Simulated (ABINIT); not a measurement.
# Fe (P6_3/mmc) in ABINIT: further runs, part 2 of 3

ABINIT 10.8.3 (patched build). The steps go on from the part before.

**3. Phonons, PBEsol, collinear spin, ferromagnetic start**

File run.abi:

```
ndtset 2

pp_dirpath "./"
pseudos "Fe.upf"

acell 2.4341575853 2.4341575853 3.84193447 Angstrom
rprim
     1.0000000000     0.0000000000     0.0000000000
    -0.5000000000     0.8660254038     0.0000000000
     0.0000000000     0.0000000000     1.0000000000
ntypat 1
znucl 26
natom 2
typat 1 1
xred
            2/3            1/3            3/4
            1/3            2/3            1/4

ecut 41.0

ngkpt 12 12 8
nshiftk 1
shiftk 0.0 0.0 0.0

ixc -116133

nband 26
occopt 3
tsmear 0.136 eV

nsppol 2
spinat
     0.0000000000     0.0000000000     3.0000000000
     0.0000000000     0.0000000000     3.0000000000

nstep 80

prteig 0
prtebands 0
prtwf 0
prtden 0
prtpot 0

kptopt1 1
tolvrs1 1.0e-15
prtwf1 1
tolwfr1 1.0e-14
nbdbuf1 4
nline1 6

rfphon2 1
rfatpol2 1 2
rfdir2 1 1 1
getwfk2 1
kptopt2 2
nqpt2 1
qpt2 0.0 0.0 0.0
tolvrs2 1.0e-9
```

File mrgddb.in:

```
merged_DDB
Fe
2
runo_DS1_DDB
runo_DS2_DDB
```

File anaddb.abi:

```
ddb_filepath "merged_DDB"
output_file "anaddb.abo"
outdata_prefix "ana"
asr 1
chneut 0
dipdip 0
dieflag 0
enunit 0
eivec 1
nph1l 1
qph1l 0.0 0.0 0.0 1.0
```

Potentials or basis: PseudoDojo NC SR PBEsol v0.4.1 standard.

Launch:

```bash
$ mpirun --bind-to none -np 4 abinit run.abi > log 2>&1
$ mrgddb < mrgddb.in > mrgddb.log 2>&1
$ anaddb anaddb.abi > anaddb.log 2>&1
```

run.abo:

```text
.Version 10.8.3 of ABINIT
 DATASET    1 : space group P6_3/m m c (#194); Bravais hP (primitive hexag.)
================================================================================
 Values of the parameters that define the memory need for DATASET  1.
     intxc =       0    ionmov =       0      iscf =       7    lmnmax =       6
     lnmax =       6     mgfft =      45  mpssoang =       3    mqgrid =    3001
     natom =       2  nloc_mem =       1    nspden =       2   nspinor =       1
    nsppol =       2      nsym =      24    n1xccc =    2501    ntypat =       1
    occopt =       3   xclevel =       2
       mpw =        1701          nfft =       40500          nkpt =          95
================================================================================
================================================================================

 DATASET    2 : space group P6_3/m m c (#194); Bravais hP (primitive hexag.)
================================================================================
 Values of the parameters that define the memory need for DATASET  2 (RF).
     intxc =       0      iscf =       7    lmnmax =       6     lnmax =       6
     mgfft =      45  mpssoang =       3    mqgrid =    3001     natom =       2
  nloc_mem =       1    nspden =       2   nspinor =       1    nsppol =       2
      nsym =      24    n1xccc =    2501    ntypat =       1    occopt =       3
   xclevel =       2
      nfft =       40500          nkpt =         580
================================================================================
================================================================================

--------------------------------------------------------------------------------
------------- Echo of variables that govern the present computation ------------
--------------------------------------------------------------------------------
 -outvars: echo values of preprocessed input variables --------
            acell      4.5998911835E+00  4.5998911835E+00  7.2602039420E+00 Bohr
              amu      5.58470000E+01
             ecut      4.10000000E+01 Hartree
           getwfk1          0
           getwfk2          1
                       outvar_i_n : Printing only first  50 k-points.
              ixc     -116133
           jdtset        1    2
                       outvar_i_n : Printing only first  50 k-points.
           kptopt1          1
           kptopt2          2
         kptrlatt       12    0    0      0   12    0      0    0    8
          kptrlen      5.51986942E+01
            natom           2
            nband1         26
            nband2         26
           nbdbuf1          4
           nbdbuf2          2
           ndtset           2
            ngfft          30      30      45
             nkpt1         95
             nkpt2        580
            nline1          6
            nline2          4
             nqpt1          0
             nqpt2          1
           nspden           2
           nsppol           2
            nstep          80
             nsym          24
           ntypat           1
                       prtocc : prtvol=0, do not print more k-points.
                       1.000000  1.000000  1.000000  1.000000  1.000000  1.000000
[... 848 lines left out ...]

 dfpt_looppert : total number of electrons, from k and k+q
  fully or partially occupied states are    3.200000E+01 and    3.200000E+01.
 Initialisation of the first-order wave-functions :
  ireadwf=   0

--- !BeginCycle
iteration_state: {dtset: 2, }
solver: {iscf: 7, nstep: 80, nline: 4, wfoptalg: 0, }
tolerances: {tolvrs: 1.00E-09, }
...

     iter   2DEtotal(Ha)        deltaE(Ha) residm    vres2    difmagsph maxmagsph
-ETOT  1   61.516697527924     -1.642E+04 4.471E+01 1.836E+05 2.417E-03 2.417E-03
 ETOT  2   9.7870955716825     -5.173E+01 2.355E+00 1.327E+04 7.970E-04 1.620E-03
 ETOT  3   6.6970674946351     -3.090E+00 4.843E-02 2.795E+03 7.237E-04 8.959E-04
 ETOT  4   6.2953919259707     -4.017E-01 1.292E-02 7.233E+02 3.704E-04 5.255E-04
 ETOT  5   6.4994969774015      2.041E-01 1.066E-02 2.664E+03 3.430E-04 1.825E-04
 ETOT  6   6.4925644559152     -6.933E-03 4.722E-04 2.630E+03 2.778E-05 1.590E-04
 ETOT  7   6.1245737784301     -3.680E-01 1.706E-03 3.105E+00 1.448E-04 2.886E-05
 ETOT  8   6.1236827568936     -8.910E-04 2.073E-04 1.268E-01 3.765E-05 8.789E-06
 ETOT  9   6.1236851601461      2.403E-06 8.550E-06 1.318E-01 3.417E-06 7.731E-06
 ETOT 10   6.1236388072393     -4.635E-05 2.793E-06 1.273E-03 1.634E-06 7.203E-06
 ETOT 11   6.1236380390728     -7.682E-07 1.291E-07 8.536E-05 1.984E-06 5.218E-06
 ETOT 12   6.1236379727015     -6.637E-08 3.091E-08 1.376E-05 1.181E-06 4.038E-06
 ETOT 13   6.1236379583569     -1.434E-08 1.628E-09 7.305E-07 1.146E-06 2.892E-06
 ETOT 14   6.1236379580259     -3.311E-10 3.052E-10 2.125E-06 6.193E-07 2.272E-06
 ETOT 15   6.1236379606671      2.641E-09 2.168E-11 2.165E-05 9.509E-08 2.185E-06
 ETOT 16   6.1236379577094     -2.958E-09 7.779E-12 2.854E-08 2.256E-07 1.979E-06
 ETOT 17   6.1236379581096      4.002E-10 4.674E-13 7.955E-09 2.744E-07 1.759E-06
 ETOT 18   6.1236379576839     -4.256E-10 4.714E-13 1.710E-09 3.196E-07 1.538E-06
 ETOT 19   6.1236379578367      1.528E-10 2.443E-14 9.357E-10 1.829E-07 1.439E-06

 At SCF step   19       vres2   =  9.36E-10 < tolvrs=  1.00E-09 =>converged.
 Integrated electronic and magnetization densities in atomic spheres:
 ------------------------------------------------------------------------------------------------------------
 Radius=ratsph(iatom), smearing ratsm=  0.0000. Diff(up-dn)=approximate z local magnetic moment.
    Atom    Radius    up_density   dn_density  Total(up+dn)  Diff(up-dn)
    1 Fe   2.00000    -0.007365    -0.007363     -0.014728    -0.000001
    2 Fe   2.00000    -0.002762    -0.002763     -0.005525     0.000001
 ------------------------------------------------------------------------------------------------------------
  Sum:                -0.010127    -0.010126     -0.020253    -0.000001
 Total magnetization (from the atomic spheres):               -0.000001
 Total magnetization (exact up - dn):                         -0.000001

================================================================================

 ----iterations are completed or convergence reached----

 Mean square residual over all n,k,spin=   11.312E-17; max=  24.431E-15

 2DEtotal=    0.6123637958E+01 Ha. Also 2DEtotal=    0.166632677701E+03 eV
    (2DErelax=   -1.6472658348E+04 Ha. 2DEnonrelax=    1.6478781985E+04 Ha)
    (  non-var. 2DEtotal :    6.1236355314E+00 Ha)

================================================================================

 ---- first-order wavefunction calculations are completed ----

 ==> Compute Derivative Database <==

  Dynamical matrix, in cartesian coordinates,
   if specified in the inputs, asr has been imposed
     j1       j2             matrix element
  dir pert dir pert     real part    imaginary part

   1    1   1    1         0.0621458734         0.0000000000
   1    1   1    2        -0.0621458734        -0.0000000000

   2    1   2    1         0.0621458734         0.0000000000
   2    1   2    2        -0.0621458734        -0.0000000000
[... 10 lines left out ...]
   3    2   3    1        -0.1161752934        -0.0000000000
   3    2   3    2         0.1161752934         0.0000000000

  Phonon wavevector (reduced coordinates) :  0.00000  0.00000  0.00000
 Phonon energies in Hartree :
   0.000000E+00  0.000000E+00  0.000000E+00  1.104946E-03  1.104946E-03
   1.510748E-03
 Phonon frequencies in cm-1    :
   0.000000E+00  0.000000E+00  0.000000E+00  2.425077E+02  2.425077E+02
   3.315708E+02

== END DATASET(S) ==============================================================
================================================================================

 -outvars: echo values of variables after computation  --------
            acell      4.5998911835E+00  4.5998911835E+00  7.2602039420E+00 Bohr
           etotal1    -2.5043574994E+02
           etotal2     6.1236379578E+00
            fcart1     1.7561145138E-28 -3.3796439576E-29  6.0764545581E-25
                      -1.7561145138E-28  3.3796439576E-29 -6.0764545581E-25
            fcart2     0.0000000000E+00  0.0000000000E+00  0.0000000000E+00
                       0.0000000000E+00  0.0000000000E+00  0.0000000000E+00
            rprim      1.0000000000E+00  0.0000000000E+00  0.0000000000E+00
                      -5.0000000000E-01  8.6602540380E-01  0.0000000000E+00
                       0.0000000000E+00  0.0000000000E+00  1.0000000000E+00
           strten1     1.6179808362E-04  1.6179808166E-04  1.1339049420E-04
                       0.0000000000E+00  0.0000000000E+00  0.0000000000E+00
           strten2     0.0000000000E+00  0.0000000000E+00  0.0000000000E+00
                       0.0000000000E+00  0.0000000000E+00  0.0000000000E+00
           xangst      1.2170787926E+00  7.0268076857E-01  2.8814508525E+00
                       3.3292999821E-17  1.4053615371E+00  9.6048361750E-01
             xred      6.6666666667E-01  3.3333333333E-01  7.5000000000E-01
                       3.3333333333E-01  6.6666666667E-01  2.5000000000E-01
 Calculation completed.
```

Run time: 12 min. Hardware: 4 MPI ranks of Arm Neoverse V1, shared host; peak memory 1.9 GiB.

What came out:

```
Free energy                   : -6814.7039 eV
Pressure                      : -4.3 GPa
Band gap on the k mesh        : none (metal or under the smearing width)
Net moment                    : 0.00 μB per cell
Highest phonon frequency at Γ : 332 cm⁻¹
```

Phonon frequencies in cm⁻¹ (negative: imaginary):
```csv
q point,frequencies
"(0.000, 0.000, 0.000)",0 0 0 243 243 332
```

Caveat: the cell is more than 3 GPa from zero pressure, which shifts response properties; the starting moments collapsed, and a magnetic state may lie lower; this build's spin-polarised response under this functional may be imprecise.

[end of part 2 of 3]
